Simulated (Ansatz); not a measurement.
## GaSb: a fit and a missing row

GaSb, F-43m, a = 6.111 Å. Ansatz: PBEsol, PAW, 420 eV, Γ-centred 12×12×12 mesh on 2 atoms, Gaussian smearing 0.10 eV; no spin polarisation. Symmetry fixes shape and atoms, so the cell is only scaled; pressure is positive in compression.

| V (Å³/atom) | P (GPa) |
| --- | --- |
| 26.818 | 3.69 |
| 27.674 | 1.68 |
| 28.530 | 0.00 |
| 29.385 | ? |
| 30.241 | -2.62 |

Q: Take V0 = 28.530 Å³/atom, fit the third-order Birch–Murnaghan form to the other rows, and predict the missing pressure.

A: With the Eulerian strain f = ½[(V0/V)^(2/3) − 1] and y = P/[3f(1 + 2f)^(5/2)], the form is the line y = B0 + 1.5 B0 (B0′ − 4) f. Rows (f, y): 0.02106, 52.7; 0.01026, 51.9; -0.01904, 50.5. Means f = 0.004093, y = 51.700; Σ(Δf)² = 0.0008610, ΣΔfΔy = 0.04596; the slope is their ratio. y = 51.48 + 53.38 f GPa, so B0 = 51.5 GPa and B0′ = 4 + 2 × (53.38)/(3 × 51.48) = 4.69. At V = 29.385, f = -0.00975, y = 50.96 and P = -1.42 GPa. The run gave -1.42 GPa, the same to the digits shown.